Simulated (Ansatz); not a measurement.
# W5C and its competing phases

Method: DFT PBE, scalar-relativistic, plane waves, PAW in Ansatz. All cells share a 420 eV cutoff and Γ-centred k meshes spaced about 0.3 Å⁻¹ or finer (0.25 for metals, 2π included). No spin polarisation.

Formation energies are uncorrected and refer to the elements' standard structures at the same level.

All energies are static (0 K, no zero-point motion). These runs have no spin–orbit coupling, which can matter for W. The reference form of C is held partly by dispersion forces, which this level lacks.

The competitors are the elements and 2 reference phases of this chemical system (from databases or known types: W2C, WC), relaxed at the same level; other known phases may be missing.

The candidate was reached from: a cell proposed by chemical analogy.

```xyz
6
Lattice="-1.5709 1.5709 8.8289 1.5709 -1.5709 8.8289 1.5709 1.5709 -8.8289" Properties=species:S:1:pos:R:3 pbc="T T T"
W     0.0000    0.0000   10.8908
W     0.0000    0.0000    6.7670
W     0.0000    0.0000    0.0000
W     0.0000    0.0000   14.0707
W     0.0000    0.0000    3.5871
C     0.0000    0.0000    8.8289
```

**Question.** Where does it stand against these competitors?

**Answer.** Not stable. Its formation energy is 0.162 eV/atom. The lowest competing mixture at this composition is this:

```
phase      space group             source  share of atoms  ΔE_f (eV/atom)
    W                -            element          0.6667           0.000
   WC  P-6m2 (No. 187)  Materials Project          0.3333          -0.145
```

The mixture lies at -0.048 eV/atom, and the candidate lies 0.21 eV/atom above it. The candidate matches no cell in the subsets of the Crystallography Open Database and the Materials Project at hand. A phase this far over the hull is unlikely to be made.
